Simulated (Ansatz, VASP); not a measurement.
Two plane-wave programs on W

```
W
1.0
     0.00000    2.04344    2.04344
     2.04344    0.00000    2.04344
     2.04344    2.04344    0.00000
W
1
Direct
  0.00000 0.00000 0.00000
```

Change from the starting cell: volume scaled by 1.02, PAW files.

Alike in both runs: task electric field gradients; functional PBE; k mesh 14 × 14 × 14; occupations fermi-dirac, width 0.05 eV; no spin polarisation.

|  | VASP | Ansatz |
| --- | --- | --- |
| version | VASP 6.6.1 | Ansatz 0.2.0 |
| potentials or method | VASP PAW PBE potentials, release 64 (W_sv) | PAW with Ansatz's default frozen-core files, scalar-relativistic |
| plane-wave cutoff (eV) | 520 | 420 |
| valence electrons in the cell | 14 | 14 |

```tsv
	VASP	Ansatz	Ansatz less VASP
pressure (GPa)	-9.3	-9.7	-0.37
Vzz of the field gradient on the site that differs most (V/Å²)	0.0	0.0	0.00
```

With one functional, cell and mesh, what is left measures potentials, basis and numerics. Ansatz warned: «gradients_without_spin_orbit».

Spin-orbit coupling is left out, which matters for the levels of W.
